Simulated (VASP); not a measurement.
# HgTe (Fm-3m) in VASP: single point with PBE

Aim: the single point of HgTe with PBE.

Everything below comes from runs of VASP 6.6.1. Logs are shortened: lines on timing, memory, paths and dates and some standing lists are left out, and cuts for length are marked.

### 1 The cell of the first run

It takes space group Fm-3m (No. 225, cubic). The conventional cell has a = 6.154 Å, b = 6.154 Å, c = 6.154 Å, α = 90.00°, β = 90.00°, γ = 90.00°. Hg (site symmetry m-3m) has 6 Te at 3.08 Å as nearest neighbours. Te (site symmetry m-3m) has 6 Hg at 3.08 Å as nearest neighbours.

Measurements of this composition are mostly on another form, of space group No. 216.

### 2 Single point, PBE (the relaxed cell repeated 8 times, on the trajectory's mesh)

Input file INCAR:

```
SYSTEM = HgTe
  PREC = Accurate
  ENCUT = 520
  EDIFF = 1E-6
  ISMEAR = 0
  SIGMA = 0.1
  LREAL = Auto
  LASPH = .TRUE.
  NELM = 60
  ALGO = Normal
  ISIF = 2
  LWAVE = .FALSE.
  LCHARG = .FALSE.
  GGA = PE
  ISYM = 0
  NBANDS = 86
```

Input file KPOINTS:

```
Automatic mesh
0
Gamma
  2 2 2
  0.5 0.5 0.5
```

Input file POSCAR:

```
HgTe
1.0
    0.0000000000      6.1542340000     -6.1542340000
   -6.1542340000      0.0000000000     -6.1542340000
   -6.1542340000      6.1542340000      0.0000000000
Hg Te
8 8
Direct
    0.5000000000      0.5000000000      0.0000000000
    0.0000000000      0.5000000000      0.0000000000
    0.5000000000      0.0000000000      0.0000000000
    0.0000000000      0.0000000000      0.0000000000
    0.5000000000      0.5000000000      0.5000000000
    0.0000000000      0.5000000000      0.5000000000
    0.5000000000      0.0000000000      0.5000000000
    0.0000000000      0.0000000000      0.5000000000
    0.7500000000      0.7500000000      0.2500000000
    0.2500000000      0.7500000000      0.2500000000
    0.7500000000      0.2500000000      0.2500000000
    0.2500000000      0.2500000000      0.2500000000
    0.7500000000      0.7500000000      0.7500000000
    0.2500000000      0.7500000000      0.7500000000
    0.7500000000      0.2500000000      0.7500000000
    0.2500000000      0.2500000000      0.7500000000
```

Potentials or basis: VASP PAW PBE potentials, release 64 (Hg, Te).

Started as:

```
$ cat potpaw_PBE.64/Hg/POTCAR potpaw_PBE.64/Te/POTCAR > POTCAR
$ mpirun -np 1 vasp_std > vasp.out
```

OUTCAR:

```text
SYSTEM = HgTe
   PREC = Accurate
   ENCUT = 520
   EDIFF = 1E-6
   ISMEAR = 0
   LREAL = Auto
   LASPH = .TRUE.
   NELM = 60
   ISIF = 2
   GGA = PE
   ISYM = 0

 ion  position               nearest neighbor table
   1  0.500  0.500  0.000-  10 3.08  11 3.08  12 3.08  13 3.08  14 3.08  15 3.08
   2  0.000  0.500  0.000-   9 3.08  11 3.08  12 3.08  13 3.08  14 3.08  16 3.08
   3  0.500  0.000  0.000-   9 3.08  10 3.08  12 3.08  13 3.08  15 3.08  16 3.08
   4  0.000  0.000  0.000-   9 3.08  10 3.08  11 3.08  14 3.08  15 3.08  16 3.08
   5  0.500  0.500  0.500-   9 3.08  10 3.08  11 3.08  14 3.08  15 3.08  16 3.08
   6  0.000  0.500  0.500-   9 3.08  10 3.08  12 3.08  13 3.08  15 3.08  16 3.08
[... 8 lines left out ...]
  15  0.750  0.250  0.750-   1 3.08   3 3.08   4 3.08   5 3.08   6 3.08   8 3.08
  16  0.250  0.250  0.750-   2 3.08   3 3.08   4 3.08   5 3.08   6 3.08   7 3.08

IMPORTANT INFORMATION: All symmetrisations will be switched off!
NOSYMM: (Re-)initialisation of all symmetry stuff for point group C_1.

----------------------------------------------------------------------------------------

                                     Primitive cell

  volume of cell :     466.1783

  direct lattice vectors                    reciprocal lattice vectors
     0.000000000  6.154234000 -6.154234000     0.081244880  0.081244880 -0.081244880
    -6.154234000  0.000000000 -6.154234000    -0.081244880 -0.081244880 -0.081244880
    -6.154234000  6.154234000  0.000000000    -0.081244880  0.081244880  0.081244880

  length of vectors
     8.703401189  8.703401189  8.703401189     0.140720259  0.140720259  0.140720259

  position of ions in fractional coordinates (direct lattice)
     0.500000000  0.500000000  0.000000000
     0.000000000  0.500000000  0.000000000
     0.500000000  0.000000000  0.000000000
     0.000000000  0.000000000  0.000000000
     0.500000000  0.500000000  0.500000000
     0.000000000  0.500000000  0.500000000
[... 8 lines left out ...]
     0.750000000  0.250000000  0.750000000
     0.250000000  0.250000000  0.750000000

  ion indices of the primitive-cell ions
   primitive index   ion index
                 1           1
                 2           2
                 3           3
                 4           4
                 5           5
                 6           6
[... 8 lines left out ...]
                15          15
                16          16

----------------------------------------------------------------------------------------

 KPOINTS: Automatic mesh

Automatic generation of k-mesh.
 Grid dimensions read from file:
 generate k-points for:    2    2    2

 Generating k-lattice:

  Cartesian coordinates                     Fractional coordinates (reciprocal lattice)
     0.040622440  0.040622440 -0.040622440     0.500000000  0.000000000  0.000000000
[... 62 lines left out ...]
   NUPDOWN=      -1.0000    fix difference up-down
   EMIN   =  10.00;   EMAX   =-10.00  energy-range for DOS
   EFERMI =   0.00;   METHOD = LEGACY
   ISMEAR =     0;   SIGMA  =   0.10  broadening in eV -4-tet -1-fermi 0-gaus
   EFERMI_NEDOS =   21; number of points for ismear=-14 and -15
   IALGO  =     38    algorithm
   IMIX   =      4    mixing-type and parameters
     AMIX     =   0.40;   BMIX     =  1.00
     AMIX_MAG =   1.60;   BMIX_MAG =  1.00
  volume/ion in A,a.u.               =      29.14       196.62
  Fermi-wavevector in a.u.,A,eV,Ry     =   1.106653  2.091272 16.662809  1.224682
  Thomas-Fermi vector in A             =   2.243157
   LORBIT       =      0    0 simple, 1 ext, 2 COOP (PROOUT), +10 PAW based schemes
   GGA     = PE    functional components
   LHFCALC =     F    Hartree Fock is set to
   AEXX    =    0.0000 exact exchange contribution
   IVDW    =     0    specifies the selected vdW correction
   LEPSILON=     F    determine dielectric tensor
   LRPA    =     F    only Hartree local field effects (RPA)
 non-spin polarized calculation
 Gauss-broadening in eV      SIGMA  =   0.10
  energy-cutoff  :      520.00
  volume of cell :      466.18
 maximum number of plane-waves:     12569
 NGX is ok and might be reduce to    70
   NGX = 33   NGY = 33   NGZ = 33

 number of electron     143.9999992 magnetization

 Free energy of the ion-electron system (eV)
  ---------------------------------------------------
  ext. energy  EPLUGINS =         0.00000000
  ---------------------------------------------------
  free energy    TOTEN  =       -26.99982458 eV

  energy without entropy =      -26.92964807  energy(sigma->0) =      -26.96473632

 E-fermi :   4.1446     XC(G=0):  -9.7480

 val. band max:        3.8141798303   @ k =   0.0000   0.2500   0.0000
 cond. band min:       4.1588655232   @ k =   0.0000   0.2500   0.5000
 fundamental gap:      0.3446856930
 Fermi energy:         4.1445920025

 k-point     1 :       0.2500    0.2500    0.2500
  band No.  band energies     occupation
      1      -7.6363      2.00000
      2      -6.8494      2.00000
      3      -6.7730      2.00000
      4      -6.7730      2.00000
      5      -6.7730      2.00000
      6      -6.6546      2.00000
[... 1381 lines left out ...]
     83       8.2972      0.00000
     84       8.5020      0.00000
 [bands above 84 left out]

------------------------ aborting loop because EDIFF is reached ----------------------------------------

  FORCE on cell =-STRESS in cart. coord.  units (eV):
  Direction    XX          YY          ZZ          XY          YZ          ZX
  --------------------------------------------------------------------------------------
  -------------------------------------------------------------------------------------
  Total       -1.0708679     -1.0708679     -1.0708693     -0.0000042     -0.0000047      0.0000051
  in kB       -3.6803952     -3.6803955     -3.6804003     -0.0000146     -0.0000162      0.0000177
  external PRESSURE =      -3.6803970 kB  Pullay stress =       0.0000000 kB

 VOLUME and BASIS-vectors are now :
 -----------------------------------------------------------------------------
  energy-cutoff  :      520.00
  volume of cell :      466.18
      direct lattice vectors                 reciprocal lattice vectors
     0.000000000  6.154234000 -6.154234000     0.081244880  0.081244880 -0.081244880
    -6.154234000  0.000000000 -6.154234000    -0.081244880 -0.081244880 -0.081244880
    -6.154234000  6.154234000  0.000000000    -0.081244880  0.081244880  0.081244880

 POSITION                                       TOTAL-FORCE (eV/Angst)
 -----------------------------------------------------------------------------------
     -3.07712      3.07712     -6.15423         0.000000     -0.000000     -0.000000
     -3.07712      0.00000     -3.07712         0.000000     -0.000000      0.000000
      0.00000      3.07712     -3.07712         0.000000      0.000000      0.000000
      0.00000      0.00000      0.00000         0.000000     -0.000000      0.000000
     -6.15423      6.15423     -6.15423        -0.000000      0.000000     -0.000000
     -6.15423      3.07712     -3.07712        -0.000000      0.000000     -0.000000
[... 8 lines left out ...]
     -6.15423      9.23135     -6.15423        -0.000000     -0.000000      0.000000
     -6.15423      6.15423     -3.07712        -0.000000      0.000000     -0.000000
 -----------------------------------------------------------------------------------
    total drift:                                0.000000      0.000000     -0.000001

  FREE ENERGIE OF THE ION-ELECTRON SYSTEM (eV)
  ---------------------------------------------------
  free  energy   TOTEN  =       -26.9998245753 eV

  energy  without entropy=      -26.9296480672  energy(sigma->0) =      -26.96473632
```

OSZICAR:

```text
N       E                     dE             d eps       ncg     rms          rms(c)
DAV:   1     0.100835398985E+04    0.10084E+04   -0.64095E+04  2752   0.149E+03
DAV:   2     0.410438329301E+02   -0.96731E+03   -0.92566E+03  2976   0.341E+02
DAV:   3    -0.271157733950E+02   -0.68160E+02   -0.65959E+02  3130   0.851E+01
DAV:   4    -0.285534063579E+02   -0.14376E+01   -0.14268E+01  3120   0.106E+01
DAV:   5    -0.285784098862E+02   -0.25004E-01   -0.24992E-01  3132   0.147E+00    0.188E+01
DAV:   6    -0.269867185627E+02    0.15917E+01   -0.46438E+00  3156   0.117E+01    0.148E+01
DAV:   7    -0.270155429513E+02   -0.28824E-01   -0.11683E+00  2938   0.304E+00    0.494E+00
DAV:   8    -0.269996960656E+02    0.15847E-01   -0.12745E-01  3034   0.175E+00    0.144E+00
DAV:   9    -0.269998302141E+02   -0.13415E-03   -0.17947E-02  2938   0.656E-01    0.227E-01
DAV:  10    -0.269997759941E+02    0.54220E-04   -0.10332E-03  2946   0.191E-01    0.713E-02
DAV:  11    -0.269998208312E+02   -0.44837E-04   -0.32454E-04  3148   0.675E-02    0.895E-02
DAV:  12    -0.269998690313E+02   -0.48200E-04   -0.35182E-04  3086   0.845E-02    0.819E-02
DAV:  13    -0.269998249124E+02    0.44119E-04   -0.87273E-05  3080   0.495E-02    0.488E-02
DAV:  14    -0.269998237311E+02    0.11813E-05   -0.23491E-05  2944   0.145E-02    0.102E-02
DAV:  15    -0.269998245753E+02   -0.84414E-06   -0.10569E-06  1762   0.339E-03
   1 F= -.26999825E+02 E0= -.26964736E+02  d E =-.701765E-01
```

stdout:

```text
POSCAR found type information on POSCAR HgTe
 POSCAR found :  2 types and      16 ions
 scaLAPACK will be used
 LDA part: xc-table for (Slater+PW92), standard interpolation
 POSCAR, INCAR and KPOINTS ok, starting setup
 FFT: planning ... GRIDC
 FFT: planning ... GRID_SOFT
 FFT: planning ... GRID
 WAVECAR not read
 entering main loop
```

Wall time 16 min (1 thread of AMD EPYC 9R45 (Zen 5), shared host); peak memory 0.85 GiB.

Results:

```
Free energy            : -26.9998 eV
Pressure               : -0.4 GPa
Band gap on the k mesh : none (metal or under the smearing width)
```

Caveat: the k mesh is coarse (spacing up to 0.44 Å⁻¹), so the values aren't converged. Spin-orbit coupling is left out, which matters for the levels of Hg, Te.
